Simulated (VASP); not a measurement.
Here is a VASP 6.6.1 calculation.

File INCAR:

```
SYSTEM = InAs
ALGO = Normal ; EDIFF = 1E-6
EDIFFG = -0.005 ; ENCUT = 600
GGA = PE ; IBRION = 2
ISIF = 3 ; ISMEAR = 0
LASPH = .True. ; LCHARG = .False.
LREAL = .False. ; LWAVE = .False.
NELM = 100 ; NSW = 100
PREC = Accurate ; SIGMA = 0.1
```

The input KPOINTS:

```
k-points
0
Gamma
  12 12 12
  0 0 0
```

File POSCAR:

```
InAs
1.0
    0.0000000000      3.0180000000      3.0180000000
    3.0180000000      0.0000000000      3.0180000000
    3.0180000000      3.0180000000      0.0000000000
In As
1 1
Direct
    0.0000000000      0.0000000000      0.0000000000
    0.2500000000      0.2500000000      0.2500000000
```

Potentials or basis: VASP PAW PBE potentials, release 64 (In_d, As).

Command:

```console
$ cat potpaw_PBE.64/In_d/POTCAR potpaw_PBE.64/As/POTCAR > POTCAR
$ mpirun -np 1 vasp_std > vasp.out
```

**Question.** Predict the relaxed volume.

**Answer.** 29.62 Å³/atom.

**Question.** Estimate the band gap on the k mesh.

**Answer.** None (metal or under the smearing width).

**Question.** What does it give for the space group after relaxing (to 0.05 Å)?

**Answer.** F-43m (No. 216).

**Question.** Estimate the relaxed cell.

**Answer.** a = 4.376 Å, b = 4.376 Å, c = 4.376 Å, α = 60.00°, β = 60.00°, γ = 60.00°.

Final structure:
```
CELL_PARAMETERS angstrom
0.00000 3.09414 3.09414
3.09414 0.00000 3.09414
3.09414 3.09414 0.00000
ATOMIC_POSITIONS crystal
In 0.00000 0.00000 0.00000
As 0.25000 0.25000 0.25000
```

Caveat: this crystal is a semiconductor, whose small gap the functional closes, so the metal is an error of the method. Zero-point motion and thermal expansion aren't in these numbers.
